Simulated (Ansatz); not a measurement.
Crystal: Sb.

```xyz
2
Lattice="2.1542 1.2437 3.7580 -2.1542 1.2437 3.7580 0.0000 -2.4875 3.7580" Properties=species:S:1:pos:R:3 pbc="T T T"
Sb    0.0000    0.0000    8.6416
Sb    0.0000    0.0000    2.6324
```

Base run:

- Program: Ansatz 0.2.0
- Functional: BLYP
- Potentials or basis: Ansatz PAW
- Cutoff: 420 eV
- Density cutoff: 1680 eV
- k mesh: 8 × 8 × 8
- Occupations: fermi-dirac, width 0.05 eV
- Spin: no spin polarisation

Its results: band gap on the k mesh none (metal or under the smearing width); pressure 6.8 GPa; largest force 0.132 eV/Å.

Q: The run is repeated on the same cell with these changes: functional from BLYP to PBEsol. What comes out?

A: Band gap on the k mesh none (metal or under the smearing width); pressure 0.0 GPa; largest force 0.104 eV/Å.

PBEsol binds more tightly than BLYP, so the same cell stands under less pressure.

Caveats: the PAW data sets come from PBE, with cores solved anew for the run's functional, which leaves a small shift of forces and pressure; the potentials were made for another functional, which shifts forces and pressure (some runs).

Not every run made on this cell is shown here.
